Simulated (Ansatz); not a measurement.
## ZnO: the change of pressure with volume scale

Periodic Kohn-Sham DFT of a crystal at fixed atoms, scaled to volume_scale times the given cell; pressure positive in compression, energy less spherical unpolarised free atoms, largest_vzz the field gradient of largest size among the nuclei. The results are calculated, by Ansatz 0.2.0.

The cell before it is scaled or strained (space group P6_3mc, No. 186):
```
CELL_PARAMETERS angstrom
3.24940 0.00000 0.00000
-1.62470 2.81410 0.00000
0.00000 0.00000 5.20380
ATOMIC_POSITIONS crystal
Zn 0.33333 0.66667 0.00000
Zn 0.66667 0.33333 0.50000
O 0.33333 0.66667 0.38210
O 0.66667 0.33333 0.88210
```

Settings of every row: method all-electron PAW; functional LDA; relativity scalar; k mesh 8x8x5; filling fermi-dirac; smearing width 0.01 eV; nucleus gaussian.

Atom start moment: 0 on all atoms.

| row | volume scale | V (Å³/atom) | pressure (GPa) | largest V_zz (1e21 V/m^2) |
| --- | --- | --- | --- | --- |
| 1 | 0.94 | 11.182 | 2.236 | 0.776 |
| 2 | 0.98 | 11.658 | ? | ? |
| 3 | 1 | 11.896 | -7.033 | 0.717 |
| 4 | 1.01 | 12.015 | -8.291 | 0.708 |
| 5 | 1.04 | 12.372 | -11.658 | 0.682 |

Question: what pressure should row 2 give?

Worked fit of pressure. Take u = (V_r/V)^(2/3) − 1 with V_r = 11.956 Å³ an atom, which is twice the finite (Eulerian) strain; such expansions in the strain, on which the Birch-Murnaghan equation of state is built, carry the rest volume and the bulk modulus. The shown rows have u = 0.04563, 0.00336, -0.00328, -0.02254. Least squares give pressure = −7.6763 + 190.055 × u + 595.57 × u² GPa; a straight line predicts inner rows, each left out in turn, worse (root mean square 0.4 against 0.0044 GPa). The rows lie off it by 0.000, -0.002, 0.002, 0.000. The pressure vanishes at u = 0.0363, or V = 11.33 Å³ an atom, and there the bulk modulus at fixed shape and fractions is B = −V dP/dV = (2/3)(1 + u) dP/du = 161 GPa. Letting shape and atoms relax would as a rule lower it, by much in layered, chain or molecular crystals. The withheld row has u = 0.01697, so the fit gives −7.6763 + 190.055 × (0.01697) + 595.57 × (0.01697)² = -4.280 GPa.

The calculation gave -4.29 GPa. The fit lies 0.010 GPa (0.072 % of the column's range) above it; its largest miss of a shown row is 0.002 GPa.

The other values of row 2: largest V_zz 0.736 1e21 V/m^2.
